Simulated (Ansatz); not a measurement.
# WS₂: the gap under strain

WS₂, P6_3/mmc, a = 3.154 Å, c = 12.146 Å. Ansatz: PBE+D3(BJ), PAW, 420 eV, Γ-centred 12×12×4 mesh on 6 atoms, Gaussian smearing 0.02 eV; no spin polarisation. Series: strain along c alone, the other axes held, atoms relaxed; x is the strain in per cent. The gap is sought over the whole zone.

| x (%) | gap y (eV) |
| --- | --- |
| -3.0 | ? |
| -2.0 | 0.772 |
| -1.0 | 0.829 |
| 0.0 | 0.885 |
| 1.0 | 0.940 |
| 2.0 | 0.994 |
| 3.0 | 1.047 |

**Question.** Fit y = E0 + c1 x + c2 x² to the other rows, give the deformation potential for this strain, and predict the missing gap.

**Answer.** Least squares on the rows shown. y = 0.8850 + 0.05550 x − 0.0005000 x². The deformation potential is 100 c1 = 5.55 eV per unit strain. At x = -3.0 the fit asked for gives 0.714 eV. The run gave 0.714 eV, the same to the digits shown.

Spin-orbit coupling is left out, which matters for the bands of heavy elements. Semilocal functionals give gaps under the measured ones; changes of the gap mostly carry over better.